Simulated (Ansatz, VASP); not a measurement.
**One calculation of Ti, two programs**

The input INCAR:

```
SYSTEM = Ti
ALGO = Fast
EDIFF = 1E-6
ENCUT = 520
GGA = PS
ISIF = 2
ISMEAR = 0
LASPH = .True.
LCHARG = .True.
LELF = .True.
LREAL = .False.
LVHAR = .True.
LWAVE = .False.
NBANDS = 12
NELM = 100
PREC = Accurate
SIGMA = 0.15
```

The input KPOINTS:

```
k-points
0
Gamma
  20 20 20
  0 0 0
```

The input POSCAR:

```
Ti
1.0
    0.0000000000      1.9995500000      1.9691000000
    1.9995500000      0.0000000000      1.9691000000
    1.9995500000      1.9995500000      0.0000000000
Ti
1
Direct
    0.0000000000      0.0000000000      0.0000000000
```

Input for Ansatz:

```yaml
crystal:
  lattice:
    - [0.0, 1.99955, 1.9691]
    - [1.99955, 0.0, 1.9691]
    - [1.99955, 1.99955, 0.0]
  atoms:
    - { symbol: Ti, position: [0.0, 0.0, 0.0] }
basis:
  ecutwfc: 420
kpoints:
  mp_grid: { grid: [20, 20, 20] }
hamiltonian:
  xc: pbesol
scf:
  occupations: { method: gaussian, width: 0.15 }
output:
  forces: true
  stress: true
  eigenvalues: true
```

Change from the starting cell: strain -0.015 along x and y, -0.030 along z, atoms carried along.

Alike in both runs: task single point; functional PBEsol; k mesh 20 × 20 × 20; occupations gaussian, width 0.15 eV; no spin polarisation.

|  | VASP | Ansatz |
| --- | --- | --- |
| version | VASP 6.6.1 | Ansatz 0.2.0 |
| potentials or method | VASP PAW PBE potentials, release 64 (Ti_sv) | scalar-relativistic, plane waves, PAW |
| plane-wave cutoff (eV) | 520 | 420 |
| valence electrons in the cell | 12 | 12 |

Ansatz gave:

| Quantity | Value |
| --- | --- |
| gap on the k mesh at the Fermi level (eV) | none |
| pressure (GPa) | 7.3 |
| largest component of the traceless stress (GPa) | 0.38 |

Estimate VASP's values.

gap on the k mesh at the Fermi level (eV): none; pressure (GPa): 6.9; largest component of the traceless stress (GPa): 0.38.

A gap of «none» marks a metal or a gap that the smearing closes.

Caveats: the PAW data sets were made with another functional, which shifts forces and pressure a little (VASP).
